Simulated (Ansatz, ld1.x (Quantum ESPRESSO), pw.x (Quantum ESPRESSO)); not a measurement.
**pw.x on diamond N: one setting changed**

Potential: PAW, ld1.x (Quantum ESPRESSO) 7.5, PBE; core [He], reference 2s2 2p3; waves: 2s (bound): rcut 1.00, rcutus 1.05 bohr; 2s channel at -0.95 Ry: rcut 1.00, rcutus 1.05 bohr; 2p (bound): rcut 1.65, rcutus 2.05 bohr; 2p channel at -0.05 Ry: rcut 1.65, rcutus 2.05 bohr; 3d channel at 0.2 Ry: rc 1.85 bohr; local part: the d channel; core correction: none; augmentation: BESSEL, radius 1.00 bohr.

The reference run (k-mesh 11³, cutoffs 40/320 Ry, Fermi–Dirac 0.01 Ry, mixing_beta 0.4, conv_thr 1e-9, no spin) gives -0.37 GPa at 9.212 Å³/atom, where all-electron LAPW gives -0.81 GPa. This run, with its own iteration cap, changes electron_maxstep to 2, a wrong or extreme entry chosen on purpose.

```
&control
  calculation='scf', prefix='x', pseudo_dir='./', outdir='./tmp', tstress=.true., disk_io='none'
/
&system
  ibrav=0, nat=2, ntyp=1, ecutwfc=40, ecutrho=320, nbnd=12,
  occupations='smearing', smearing='fd', degauss=0.01
/
&electrons
  conv_thr=1e-09, mixing_beta=0.4, electron_maxstep=2
/
ATOMIC_SPECIES
N 1.0 N.UPF
CELL_PARAMETERS angstrom
  0.00000000 2.09628974 2.09628974
  2.09628974 0.00000000 2.09628974
  2.09628974 2.09628974 0.00000000
ATOMIC_POSITIONS crystal
N 0.0000 0.0000 0.0000
N 0.2500 0.2500 0.2500
K_POINTS automatic
11 11 11 0 0 0
```

```bash
pw.x < N.scf.in > N.scf.out
```

Question: How does the run end?

Answer: It does not reach self-consistency within its iteration cap.

```
Message from routine setup:
     using ibrav=0 with symmetry is DISCOURAGED, use correct ibrav instead
     lattice parameter (alat)  =       5.6023  a.u.
     unit-cell volume          =     124.3313 (a.u.)^3
     number of electrons       =        10.00
     number of Kohn-Sham states=           12
     kinetic-energy cutoff     =      40.0000  Ry
     charge density cutoff     =     320.0000  Ry
     scf convergence threshold =      1.0E-09
     Exchange-correlation= SLA  PW   PBX  PBC
     number of k points=    56  Fermi-Dirac smearing, width (Ry)=  0.0100
     iteration #  1     ecut=    40.00 Ry     beta= 0.40
     total energy              =     -55.98207497 Ry
     estimated scf accuracy    <       0.01000648 Ry
     iteration #  2     ecut=    40.00 Ry     beta= 0.40
     total energy              =     -55.98251619 Ry
     estimated scf accuracy    <       0.00272090 Ry
     convergence NOT achieved after   2 iterations: stopping
     Message from routine punch:
     Nothing written, as per user request (disk_io='none')
```

The run took about 4.8 s on one core of a shared host (Intel(R) Xeon(R) Platinum 8259CL CPU @ 2.50GHz, 96 threads, 755 GiB, load 61).
